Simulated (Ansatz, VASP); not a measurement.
# Two plane-wave programs on Al

```
Al
1.0
     2.70171    0.00000    0.00000
     0.00000    2.70171    0.00000
     0.00000    0.00000    2.70171
Al
1
Direct
  0.00000 0.00000 0.00000
```

Alike in both runs: functional PBEsol; k mesh 16 × 16 × 16; occupations fermi-dirac, width 0.08 eV; no spin polarisation.

Ansatz relaxed the structure, and its values are those at the end. VASP's run is a single point on that final structure, the one shown.

|  | VASP | Ansatz |
| --- | --- | --- |
| version | VASP 6.6.1 | Ansatz 0.2.0 |
| potentials or method | VASP PAW PBE potentials, release 64 (Al) | PAW with Ansatz's default frozen-core files, scalar-relativistic |
| plane-wave cutoff (eV) | 520 | 420 |
| valence electrons in the cell | 3 | 3 |

Ansatz gave:

| Property | Result |
| --- | --- |
| pressure (GPa) | 0.0 |

Question: Estimate VASP's values.

Answer: Pressure (GPa): 0.1.

The functional is the same, so the differences come from potentials, cutoffs and numerics.

Caveats: the PAW data sets were made with another functional, which shifts forces and pressure a little (VASP).
